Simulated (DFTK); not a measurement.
KI:

```
I K
1.0
     0.00000    3.53277    3.53277
     3.53277    0.00000    3.53277
     3.53277    3.53277    0.00000
I K
1 1
Direct
  0.50000 0.50000 0.50000
  0.00000 0.00000 0.00000
```

Base run:

```yaml
Program: DFTK 0.8.2
Functional: PBEsol
Potentials_or_basis: dojo.nc.sr.pbesol.v0_4_1.standard.upf (PBEsol)
Cutoff: 1007 eV
k_mesh: 7 × 7 × 7
Occupations: fermi-dirac, width 0.05 eV
Spin: no spin polarisation
```

Its results: band gap on the k mesh 3.82 eV, direct; pressure -0.3 GPa.

Question: The run is repeated on the same cell with these changes: functional from PBEsol to PBE; potentials or basis from dojo.nc.sr.pbesol.v0_4_1.standard.upf (PBEsol) to dojo.nc.sr.pbe.v0_4_1.standard.upf (PBE). What comes out?

Answer: Band gap on the k mesh 3.96 eV, direct; pressure 0.6 GPa.

Caveats: spin-orbit coupling is left out, which moves the levels of the heavy elements; an odd mesh through Γ misses points on the zone boundary, where band edges often lie.
